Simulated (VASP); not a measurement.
A run of VASP 6.6.1 is set up as follows.

Contents of INCAR:

```
PREC = Accurate
ENCUT = 520
EDIFF = 1E-6
ISMEAR = 0
SIGMA = 0.1
LREAL = F
LASPH = T
NELM = 100
ALGO = Normal
ISIF = 2
LWAVE = F
LCHARG = T
GGA = PS
LELF = T
LVHAR = T
NBANDS = 32
```

The input KPOINTS:

```
regular mesh
0
Gamma
  4 4 4
```

File POSCAR:

```
Sn3S
1.0
    4.8405567073      0.0000000000      0.0000000000
    0.0000000000      4.8405567073      0.0000000000
    0.0000000000      0.0000000000      4.8405567073
Sn S
3 1
Direct
    0.0000000000      0.5000000000      0.5000000000
    0.5000000000      0.0000000000      0.5000000000
    0.5000000000      0.5000000000      0.0000000000
    0.0000000000      0.0000000000      0.0000000000
```

Potentials or basis: VASP PAW PBE potentials, release 64 (Sn_d, S).

Command:

```sh
$ cat potpaw_PBE.64/Sn_d/POTCAR potpaw_PBE.64/S/POTCAR > POTCAR
$ mpirun -np 1 vasp_std > vasp.out
```

(1) What does it give for the pressure?

(2) What does it give for the band gap on the k mesh?

Answers

(1) -6.5 GPa.

(2) none (metal or under the smearing width).

Caveat: the PAW data sets were made with another functional, which shifts forces and pressure a little.
